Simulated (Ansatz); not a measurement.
One crystal and one scan (frozen-phonon scan) at two levels, PBE (plane waves to 420 eV, PAW, scalar-relativistic; Ansatz, a program for electronic structure) and r2SCAN (plane waves to 500 eV, PAW, scalar-relativistic; Ansatz), each from its own relaxed cell and on its own mesh. The cell shown is that of PBE.

Starting cell, ZrO₂ (fluorite):

```
CELL_PARAMETERS angstrom
      0.00000     5.11587     5.11587
      2.55794     2.55794     5.11587
      2.55794     2.55794     0.00000
ATOMIC_POSITIONS crystal
  Zr 0.00000 0.00000 0.00000
  Zr 0.50000 0.00000 0.00000
  O  0.00000 0.25000 0.25000
  O  0.50000 0.25000 0.25000
  O  0.00000 0.75000 0.75000
  O  0.50000 0.75000 0.75000
```

A phonon eigenvector at X = (0.5, 0.5, 0.0) is frozen into this cell: atom i moves by Q times the vector below, so Q is the largest atomic displacement, in Å. The cell is held. (q is in reciprocal vectors of the primitive cell; the cell shown is doubled to hold the pattern.)

```json
[
 {"atom": "O3", "x": "0.000", "y": "0.000", "z": "1.000"},
 {"atom": "O4", "x": "0.000", "y": "0.000", "z": "-1.000"},
 {"atom": "O5", "x": "0.000", "y": "0.000", "z": "1.000"},
 {"atom": "O6", "x": "0.000", "y": "0.000", "z": "-1.000"}
]
```

Atoms not listed stay in place.

This is a high-temperature form of ZrO2. ZrO2 is run without spin polarisation. ZrO2 was relaxed with its symmetry unable to fall. Percentages come from the unrounded values.

Results of PBE:

| Property | Value |
|---|---|
| Lattice constant a (Å) | 5.116 |
| Depth of the well (fit) (meV/cell) | 144 |
| Shape of the curve | a double well: the undisplaced structure is a maximum between two minima |

Task: Estimate the r2SCAN values.

Result: 
```csv
quantity,r2SCAN,PBE − r2SCAN
Lattice constant a (Å),5.089,+0.027 (+0.5 %)
Depth of the well (fit) (meV/cell),127,+17 (+13 %)
```

PBE gives the higher value for: lattice constant a; depth of the well. Both give the same shape of the curve: a double well: the undisplaced structure is a maximum between two minima.

(For displaced atoms, the force is minus the slope of the energy, and its curvature is a force constant, which sets phonon frequencies.)
